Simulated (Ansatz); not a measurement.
# From PBE to G0W0: BaS (Fm-3m), part 2 of 2

How far does one-shot GW move the PBE gap of BaS (Fm-3m)?

Ansatz 0.2.0; PBE, then G0W0 on it, plane waves, PAW. Known limits of the many-body steps: finite bands, screening cutoff and k mesh; no spin-orbit coupling in G0W0.

So far. Step 2 (Bands along the symmetry lines): Over mesh and path the gap is 2.206 eV, from k = Γ to k = (0.500, 0.000, 0.500). The least direct gap found is 2.311 eV, at k = (0.500, 0.000, 0.500). Step 3 (One-shot GW): Over 6 of 8 irreducible mesh points the G0W0 gap is 3.516 eV, from k = Γ to k = (0.000, -0.500, -0.500). The PBE gap of this run on the mesh is 2.202 eV. The two states that bound the G0W0 gap lie that far apart at the start, so the correction of the gap is 3.516 − 2.202 = +1.314 eV.

In doubt: masses and optical values from hybrid runs of this build are listed as unsure (in some of the runs), which bears on the screening that GW takes from such a start.

**4. Spin-orbit coupling**

This run has two-component orbitals with spin-orbit coupling.

This step: DFT, PBE with spin-orbit coupling, plane waves, PAW; PAW set soft_1.

Contents of input.yaml:

```yaml
crystal:
  lattice:
    - [0.0, 3.19375, 3.19375]
    - [3.19375, 0.0, 3.19375]
    - [3.19375, 3.19375, 0.0]
  atoms:
    - { symbol: Ba, position: [0.0, 0.0, 0.0] }
    - { symbol: S, position: [0.5, 0.5, 0.5] }
kpoints:
  mp_grid: { grid: [6, 6, 6] }
  band_path:
    path:
      - [0.0, 0.0, 0.0]
      - [0.5, 0.0, 0.5]
      - [0.625, 0.25, 0.625]
      - [0.375, 0.375, 0.75]
      - [0.5, 0.5, 0.5]
      - [0.5, 0.25, 0.75]
    npoints: 1
hamiltonian:
  xc: pbe
  pseudopotentials: { kind: paw_fr, azcp: { folder: soft_1 } }
scf:
  occupations: { method: fixed }
  n_extra_bands: 8
magnetization:
  noncollinear: true
  spin_orbit: true
output:
  eigenvalues: true
```

Launch:

```
$ ansatz run input.yaml --threads 24 --pin off --max-ram 82944MiB --backend cuda --events-out ev --progress --plain --runs-dir out --devices 1 --max-vram 78GiB
```

Numbers of over 12 decimals in the logs are rounded to 6 here.

What it wrote:

```text
[...]
GPUs: using 1 of 1 available (devices: 1).
[...]
non-collinear run that drives no moment, with spin-orbit: no starting moment large enough to seed its density (crystal.atoms[].spin), no starting occupations that ask for one, no magnetisation constraint and no magnetic field, so the semilocal B_xc is pinned to zero
[...]
GPU FFT provider: cuFFT
GPU libraries: cuBLAS 13.8.1, cuFFT 12.4.0, cuSOLVER 12.3.2
[...]
Crystal: 2 atoms, lattice volume = 65.153 Å³
Basis set: ecut = 420 eV, 1243 PW (Γ)
Bands: 24, of which v1, the nominal top of the filled ones, is band 16 counted from 1 (15 counted from 0)
Symmetry: 48 space group operations + 48 with time reversal
[...]
k-points: 16 of 216
Projection manifold: j_resolved (fully-relativistic pseudo-atomic orbitals)
[...]
GPU buffer pool allocated for 32768 grid points (all kernels)
[...]
SCF iter   1: F=—  HF=-6860.877507 eV  |F-HF|=—  |Δ(HF+E_count)|=         —  Δρ=2.14e-2  dr2=4.87e-1  dr2_m=0.00e0 (ungated)  ethr=3.10e-3  |M|=0.00e0 ∫|m|=0.00e0 μB  |m|>n=0.0e0 m-floor=0.0e0 τ_xc=0.0e0  β_m=0.30  ⟨swp⟩=6.8  Hψ=940  notcnv=0  defer=62
[...]
SCF iter   7: F=-6860.789606 eV  HF=-6860.789606 eV  |F-HF|=8.29e-10  |Δ(HF+E_count)|=   3.37e-7  Δρ=1.13e-6  dr2=1.45e-9  dr2_m=0.00e0 (ungated)  ethr=6.25e-10  |M|=0.00e0 ∫|m|=0.00e0 μB  |m|>n=0.0e0 m-floor=0.0e0 τ_xc=0.0e0  ⟨swp⟩=12.4  Hψ=1212  notcnv=0
SCF 1 converged in 7 iterations: F = -6860.789606 eV  dr2 = 1.45e-9
[...]
SCF converged after 7 iterations
Magnetization: |M| = 0.0000 μB,  M = (+0.0000, +0.0000, +0.0000) μB
Absolute magnetization: 0.0000 μB (∫|m|)
  site 0: m = (+0.0000, +0.0000, +0.0000) μB, |m| = 0.0000 μB  (R = 1.32 Å)
  site 1: m = (+0.0000, +0.0000, +0.0000) μB, |m| = 0.0000 μB  (R = 1.32 Å)
Free energy (F): -6860.789606 eV
[...]
Internal energy: -6860.789606 eV  (E = F + TS)
E sigma→0 (E₀):  -6860.789606 eV
Fermi energy:    5.847545 eV
[...]
--- Band table (eV; the first three rows and the last of 16) ---
  k-point 0: bands = [... 12 lower, 5.8475, 5.8475, 5.8475, 5.8475, 9.4924, 9.4924, 9.7471, 9.7471, ... 4 higher]
  k-point 1: bands = [... 12 lower, 5.4588, 5.4588, 5.5218, 5.5218, 9.7657, 9.7657, 10.1389, 10.1389, ... 4 higher]
  k-point 2: bands = [... 12 lower, 4.9730, 4.9730, 5.0153, 5.0153, 10.2637, 10.2637, 11.1859, 11.1859, ... 4 higher]
  k-point 15: bands = [... 12 lower, 5.3203, 5.3203, 5.5061, 5.5061, 9.0542, 9.0542, 11.3093, 11.3093, ... 4 higher]
```

Elapsed: 1.4 s, on 1 × NVIDIA GB200 (shared by 2 runs) with 24 threads of Arm Neoverse V2, shared host; peak memory 1.1 GiB; 4 s of CPU time.

Numbers from this step:

```yaml
gap: 2.161 eV
valence_top_at: Γ
conduction_bottom_at: X
least_direct_gap: 2.230 eV
```

Over mesh and listed points the gap is 2.161 eV, from k = Γ to k = (0.500, 0.000, 0.500). The least direct gap found is 2.230 eV, at k = (0.500, 0.000, 0.500). PBE+SOC against PBE: 2.161 − 2.206 = −0.045 eV, with the same mesh, set of files (read in its fully relativistic form for the spin-orbit run) and cutoff, and both edges at the same k points. The spin-orbit run sees mesh and listed points alone, so its gap is an upper bound: the coupling can move an edge off these points, and the change over the zone, its sign included where it is small, is not known.

**5. Side by side**

Each gap is the least one over the points named; times are wall times on shared hosts, not benchmarks. A G0W0 time includes the run's own self-consistent start. Runs with listed points see these and the mesh alone, so an edge that moves elsewhere is missed. Rows marked * are further runs, not shown as steps, whose inputs differ from the G0W0 step on the same start in the columns given; solver thresholds can differ too. Symmetry makes (0.500, 0.000, 0.500) and (0.000, -0.500, -0.500) one point.

```tsv
level	mesh	files, cutoff	bands summed, screening	points	gap (eV)	valence top	conduction bottom	least direct gap (eV)	time
PBE	6×6×6	soft_1 PAW, 420 eV	-	mesh and path	2.206	Γ	(0.500, 0.000, 0.500)	2.311	1.5 s
PBE+SOC	6×6×6	soft_1 PAW, 420 eV	-	mesh and listed points	2.161	Γ	(0.500, 0.000, 0.500)	2.230	1.4 s
G0W0@PBE*	4×4×4	soft_1 PAW, 420 eV	76, 60 eV	6 of 8 irreducible mesh points	3.233	Γ	(0.000, -0.500, -0.500)	3.368	1.6 s
G0W0@PBE*	4×4×4	soft_1 PAW, 420 eV	202, 120 eV	6 of 8 irreducible mesh points	3.408	Γ	(0.000, -0.500, -0.500)	3.538	2.2 s
G0W0@PBE	4×4×4	soft_1 PAW, 420 eV	426, 200 eV	6 of 8 irreducible mesh points	3.516	Γ	(0.000, -0.500, -0.500)	3.644	2.6 s
G0W0@PBE*	4×4×4	soft_1 PAW, 420 eV	202, 120 eV, plasmon pole	6 of 8 irreducible mesh points	3.368	Γ	(0.000, -0.500, -0.500)	3.498	2.5 s
```

**6. Outcome**

```yaml
pbe_gap_over_mesh_and_path: 2.206 eV, from k = Γ to k = (0.500, 0.000, 0.500)
g0w0_pbe_gap_over_6_of_8_irreducible_mesh_points: 3.516 eV, from k = Γ to k = (0.000, -0.500, -0.500)
pbe_soc_gap_over_mesh_and_listed_points: 2.161 eV
gw_settings: 4×4×4 mesh, 418 empty bands, screening to 200 eV, PAW set soft_1 files
known_limits: finite bands, screening cutoff and k mesh; no spin-orbit coupling in G0W0
```

Over 6 of 8 irreducible mesh points the G0W0 gap is 3.516 eV, from k = Γ to k = (0.000, -0.500, -0.500). The PBE gap of this run on the mesh is 2.202 eV. The two states that bound the G0W0 gap lie that far apart at the start, so the correction of the gap is 3.516 − 2.202 = +1.314 eV. The valence state moves by 4.754 − 5.809 = −1.055 eV and the conduction state by 8.270 − 8.011 = +0.259 eV, on the run's own scale; with 76 bands the edge states move by −0.564 and +0.467 eV, so the split between the edges depends on the bands and cutoff. Both edges that PBE shows over mesh and path lie at k points where levels were corrected. Levels at other points were not corrected, so a lower G0W0 gap elsewhere in the zone is not ruled out. From 76 bands and 60 eV to 426 bands and 200 eV the gap moves by 3.516 − 3.233 = +0.283 eV (rung by rung 3.233, 3.408, 3.516 eV); bands and screening cutoff rise together, so their parts are not told apart. A line in one over the bands through the two highest rungs gives 3.516 + (3.516 − 3.408) × 202 / (426 − 202) = 3.613 eV, and through the pair below 3.408 + (3.408 − 3.233) × 76 / (202 − 76) = 3.514 eV. The two differ by 0.099 eV, not under the 0.030 eV asked, so the law does not hold well over these rungs and the limit is not known. With the plasmon pole model in place of the contour deformation model and all else as in the G0W0@PBE row with 202 bands, the gap differs by 3.368 − 3.408 = −0.040 eV. G0W0 on other starts in this series, not shown as steps and not all at these settings: 3.874 eV on HSE06 (4×4×4, soft_1 PAW, 202 bands, 120 eV) and 3.350 eV on LDA (4×4×4, soft_1 PAW, 202 bands, 120 eV). PBE+SOC against PBE: 2.161 − 2.206 = −0.045 eV, with the same mesh, set of files (read in its fully relativistic form for the spin-orbit run) and cutoff, and both edges at the same k points. The spin-orbit run sees mesh and listed points alone, so its gap is an upper bound: the coupling can move an edge off these points, and the change over the zone, its sign included where it is small, is not known. What spin-orbit coupling does to the G0W0 levels was not computed, so no sum with the G0W0 gap is formed. The G0W0 runs are scalar-relativistic. No pair of G0W0 runs that differ in the mesh alone is shown (4×4×4 is a supercell whose nearest images lie 18 Å apart), so the error from the mesh is not known here. G0W0@PBE runs of this series with other atomic data on the same mesh, not shown as steps, give 3.391 eV (hard PAW, 510 eV, 202 bands, screening to 120 eV; the table's row with the same empty bands and screening cutoff has 3.408 eV); where bands and cutoffs differ too, the part of the files is not isolated.

[Paths, hosts, dates, memory and timing lines, banners, echoed tables and standing remarks are left out of the program output.]

[Logs are printed without paths, hosts, clocks, repeated set-up lines and the standing remarks that a program may print on its own settings, such as how far it seeks lower states.]

[Runs of the session that timed out or met a known fault of the program may be left out.]

[Cells called generated may have been cut or substituted from an entry of the Crystallography Open Database or the Materials Project.]

[Hosts, paths, dates, database ids (printed as entryN), source tags and the programs' standing remarks are cut or masked in the printed files.]

[Where an RPA ε∞ is given, it is that of the G0W0 mesh and is not shown converged in it. Names of k-points follow the symmetry that the program found, which can be lower than the space group named. Band edges on a path are those of the sampled points; other points can move an edge, and change direct to indirect where valleys lie close.]

[Hybrid gaps are those of their k-mesh and are not shown converged in it.]
